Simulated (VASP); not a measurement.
Pb under changes of volume

One of the cells (41.314 Å³/atom); the others are scaled copies at fixed shape and fractional positions:

```
Pb
1.0
     0.00000    3.45701    3.45701
     3.45701    0.00000    3.45701
     3.45701    3.45701    0.00000
Pb
2
Cartesian
  1.7285 1.7285 1.7285
  0.0000 0.0000 0.0000
```

This isn't the form of Pb at room conditions, which is fcc.

| Quantity | Value |
| --- | --- |
| Program | VASP 6.6.1 |
| Functional | PBEsol |
| Potentials or basis | VASP PAW PBE potentials, release 64 (Pb_d) |
| Cutoff | 520 eV |
| k mesh | 6 × 6 × 6 |
| Occupations | fermi-dirac, width 0.05 eV |
| Spin | no spin polarisation |

```csv
volume (Å³/atom),energy over the lowest point (meV/atom),pressure (GPa)
39.662,?,?
40.488,1.83,0.6
41.314,0.00,0.0
42.141,1.31,-0.6
42.967,5.41,-1.1
```

Q: What does the run at 39.662 Å³/atom give?

A: Energy over the lowest point 7.22 meV/atom; pressure 1.4 GPa.

Worked out: A Birch-Murnaghan fit of order 2 (a polynomial in V^(-2/3)) to the other rows has its minimum at 41.37 Å³/atom with B0 = V·E''(V) = 30 GPa. It gives 7.09 meV/atom at 39.662 Å³/atom, against the run's 7.22, and -dE/dV = 1.4 GPa, against 1.4.

Energies are extrapolated to zero smearing.

Caveats: the PAW data sets were made with another functional, which shifts forces and pressure a little.
